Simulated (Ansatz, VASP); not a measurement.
Pd: VASP beside Ansatz

The input INCAR:

```
ALGO = Fast ; EDIFF = 1E-6
ENCUT = 520 ; ISIF = 2
ISMEAR = 0 ; LASPH = T
LCHARG = F ; LREAL = F
LWAVE = F ; NBANDS = 11
NELM = 60 ; PREC = Accurate
SIGMA = 0.1
```

File KPOINTS:

```
k-points
0
Gamma
  8 8 8
```

Contents of POSCAR:

```
Pd
1.0
    0.0000000000      1.9586507900      1.9586507900
    1.9586507900      0.0000000000      1.9586507900
    1.9586507900      1.9586507900      0.0000000000
Pd
1
Direct
    0.0000000000      0.0000000000      0.0000000000
```

Input for Ansatz:

```yaml
crystal:
  lattice:
    - [0.0, 1.95865079, 1.95865079]
    - [1.95865079, 0.0, 1.95865079]
    - [1.95865079, 1.95865079, 0.0]
  atoms:
    - { symbol: Pd, position: [0.0, 0.0, 0.0] }
basis:
  ecutwfc: 600.0
kpoints:
  mp_grid: { grid: [8, 8, 8] }
hamiltonian:
  xc: lda
  pseudopotentials: { kind: paw, azcp: { folder: soft_1 } }
scf:
  occupations: { method: gaussian, width: 0.1 }
output:
  forces: true
  stress: true
  eigenvalues: true
```

Alike in both runs: task single point; functional LDA; k mesh 8 × 8 × 8; occupations gaussian, width 0.1 eV; no spin polarisation.

|  | VASP | Ansatz |
| --- | --- | --- |
| version | VASP 6.6.1 | Ansatz 0.2.0 |
| potentials or method | VASP PAW LDA potentials, release 64 (Pd) | scalar-relativistic, plane waves, PAW |
| plane-wave cutoff (eV) | 520 | 600 |
| valence electrons in the cell | 10 | 18 |

|  | VASP | Ansatz | Ansatz less VASP |
| --- | --- | --- | --- |
| gap on the k mesh at the Fermi level (eV) | none | none | - |
| pressure (GPa) | -10.5 | -10.9 | -0.35 |

A gap of «none» marks a metal or a gap that the smearing closes. The two sets of potentials don't hold the same shells in valence. Ansatz warned: «pseudo_functional_mismatch».
